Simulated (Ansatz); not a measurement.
## Harmonic thermodynamics of La3LuO6

The calculation used DFT PBE, scalar-relativistic, plane waves, PAW (Ansatz 0.2.0). Plane waves to 420 eV; Γ-centred k mesh 6×6×2; fixed occupations. No spin polarisation. Phonons by linear response, acoustic sum rule imposed.

Relaxed structure:
```cif
data_structure
_symmetry_space_group_name_H-M 'P3m1'
_symmetry_Int_Tables_number 156
_cell_length_a 3.8653
_cell_length_b 3.8653
_cell_length_c 12.1781
_cell_angle_alpha 90.000
_cell_angle_beta 90.000
_cell_angle_gamma 120.000
_cell_volume 157.57
loop_
_atom_site_label
_atom_site_type_symbol
_atom_site_symmetry_multiplicity
_atom_site_Wyckoff_symbol
_atom_site_fract_x
_atom_site_fract_y
_atom_site_fract_z
_atom_site_occupancy
La1 La 1 c 0.66667 0.33333 0.37145 1
La2 La 1 c 0.66667 0.33333 0.89235 1
La3 La 1 b 0.33333 0.66667 0.62886 1
Lu1 Lu 1 b 0.33333 0.66667 0.12984 1
O1 O 1 c 0.66667 0.33333 0.16399 1
O2 O 1 c 0.66667 0.33333 0.67898 1
O3 O 1 b 0.33333 0.66667 0.30796 1
O4 O 1 b 0.33333 0.66667 0.82857 1
O5 O 1 a 0.00000 0.00000 0.00816 1
O6 O 1 a 0.00000 0.00000 0.48985 1
```

The cell was found from a structure generator's guess, not taken from experiment. The q mesh is coarse, so values between its points are rough.

Force constants from linear response on a 2×2×1 q mesh, interpolated to a fine mesh.

Phonon density of states, in bins of 10 cm⁻¹:
bin centre (cm⁻¹), share of modes (%) and a bar:
```
       -5        0.0
        5        0.0
       15        0.1 #
       25        0.4 ##
       35        1.5 ##########
       45        2.3 ###############
       55        2.0 #############
       65        1.9 ############
       75        2.0 #############
       85        3.9 #########################
       95        3.1 #####################
      105        4.6 ##############################
      115        4.5 #############################
      125        2.1 ##############
      135        1.9 ############
      145        2.8 ##################
      155        0.9 ######
      165        1.3 #########
      175        2.7 ##################
      185        2.0 #############
      195        3.8 #########################
      205        2.5 ################
      215        3.1 ####################
      225        2.4 ################
      235        3.1 ####################
      245        1.6 ##########
      255        2.1 ##############
      265        0.8 #####
      275        0.6 ####
      285        0.9 ######
      295        0.8 #####
      305        1.3 #########
      315        1.1 #######
      325        1.9 #############
      335        2.9 ###################
      345        2.2 ###############
      355        1.9 #############
      365        1.7 ###########
      375        1.6 ###########
      385        1.5 ##########
      395        1.3 #########
      405        2.8 ###################
      415        2.6 #################
      425        1.0 #######
      435        0.7 ####
      445        0.4 ###
      455        0.4 ###
      465        1.1 #######
      475        2.6 #################
      485        2.4 ###############
      495        0.6 ####
      505        0.8 #####
      515        2.0 #############
      525        1.4 #########
      535        1.1 #######
      545        0.9 ######
```

(1) Give the zero-point energy per atom.

(2) How large are the vibrational entropy and heat capacity at 300 K?

(3) Tabulate them against temperature.

Answers

(1) 46.7 meV.

(2) S = 3.30 k_B and C_V = 2.59 k_B per atom, 86 % of the Dulong–Petit value.

(3)
```csv
T (K),F_vib (meV/atom),S (k_B/atom),C_V (k_B/atom)
100,43.2,1.06,1.38
200,28.4,2.32,2.24
300,4.0,3.30,2.59
400,-27.9,4.07,2.75
500,-65.8,4.70,2.84
600,-108.5,5.22,2.88
700,-155.5,5.67,2.91
800,-206.0,6.06,2.93
900,-259.7,6.40,2.95
1000,-316.3,6.71,2.96
```
